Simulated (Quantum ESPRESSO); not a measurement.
## KTaO3: zone-centre phonons under several settings

```
Ta K O
1.0
     3.98830    0.00000    0.00000
     0.00000    3.98830    0.00000
     0.00000    0.00000    3.98830
Ta K O
1 1 3
Direct
  0.00000 0.00000 0.00000
  0.50000 0.50000 0.50000
  0.00000 0.00000 0.50000
  0.00000 0.50000 0.00000
  0.50000 0.00000 0.00000
```

All runs used Quantum ESPRESSO 7.5; k mesh 4 × 4 × 4, shifted; given cell, atoms relaxed; no spin polarisation; occupations smeared at first, fixed for the response.

```csv
level,potentials,cutoff (eV),pressure (GPa),lowest optical mode without the field (cm⁻¹),highest optical mode without the field (cm⁻¹),sum of the Born charges (e)
PBE,JTH 2.0 PBE,707,4.7,129,536,0.26
PBE,GBRV 1.5 PBE,762,5.8,145,549,0.24
PBE,SSSP 1.3 efficiency PBE,816,?,?,?,?
PBE,PseudoDojo 0.4.1 SR PBE standard,1143,4.3,121,531,0.24
PBE,SPMS 1.0 PBE,1197,4.5,123,533,0.24
PBE,SG15 PBE 1.2,1197,4.7,133,559,0.22
PBE,Ansatz NC SR PBE,1238,5.4,131,539,0.22
```

**Question.** What stands in the row left open?

**Answer.** Pressure 5.2 GPa; lowest optical mode without the field 143 cm⁻¹; highest optical mode without the field 547 cm⁻¹; sum of the Born charges 0.23 e.

Caveats: the cell is more than 3 GPa from zero pressure, which shifts response properties; before the sum rule the acoustic modes lie tens of cm⁻¹ from zero, a sign that the density grid also shifts the optical modes (some runs).

For the row left open. Caveat: the mesh is thin for the dielectric tensor, Born charges and intensities, which usually come out too large; the cell is more than 3 GPa from zero pressure, which shifts response properties; the Born charges break their sum rule by 0.23 e, a sign of too thin a mesh.

The runs don't all hold the same shells in valence.
